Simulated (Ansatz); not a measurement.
Runs of Ansatz 0.2.0 on SiO2. It takes space group Imma (No. 74, orthorhombic). The conventional cell has a = 5.247 Å, b = 9.554 Å, c = 8.883 Å, α = 90.00°, β = 90.00°, γ = 90.00°. Around Si (site symmetry m) lie 4 O at 1.60 to 1.61 Å. O (site symmetry 2/m) has 2 Si at 1.60 Å as nearest neighbours. O (site symmetry 2) is surrounded by 2 Si at 1.61 Å. Around O (site symmetry mm2) lie 2 Si at 1.61 Å. The cell comes from a database or a generator and needn't be the stable form of this composition.

```csv
task,level,cell,k mesh,cutoff (eV),points for each segment of the path,gap on the mesh (eV),pressure (GPa),relaxed volume (Å³/atom),largest force (eV/Å)
relaxation of cell and atoms,BLYP+D3(BJ),relaxed,6 × 6 × 6,420,-,5.43,0.0,17.96,-
band structure,LDA,as given,6 × 6 × 6,420,10,5.42,(a),-,0.10
relaxation of cell and atoms,PBEsol,relaxed,6 × 6 × 6,420,-,(c),0.0,18.73,-
relaxation of cell and atoms,r2SCAN,relaxed,6 × 6 × 6,500,-,(b),0.0,18.55,-
single point,HSE06,as given,4 × 4 × 4,420,-,7.18,-,-,0.06
band structure,r2SCAN,as given,6 × 6 × 6,500,10,6.19,0.1,-,0.06
```

Alike in all rows: potentials or basis Ansatz PAW; no spin polarisation; smearing fermi-dirac 0.05 eV.

Problem. Fill in the values left out.

Solution. (a) -1.2; (b) 6.18; (c) 5.50.

Caveats: the PAW data sets come from PBE, with cores solved anew for the run's functional, which leaves a small shift of forces and pressure; the plane-wave basis is chosen anew once the cell has moved, so the energies of steps on either side of that aren't comparable (some runs); the potentials were made for another functional, which shifts forces and pressure (some runs).

A k mesh can miss the band edges.

Not every run made on this cell is shown here.
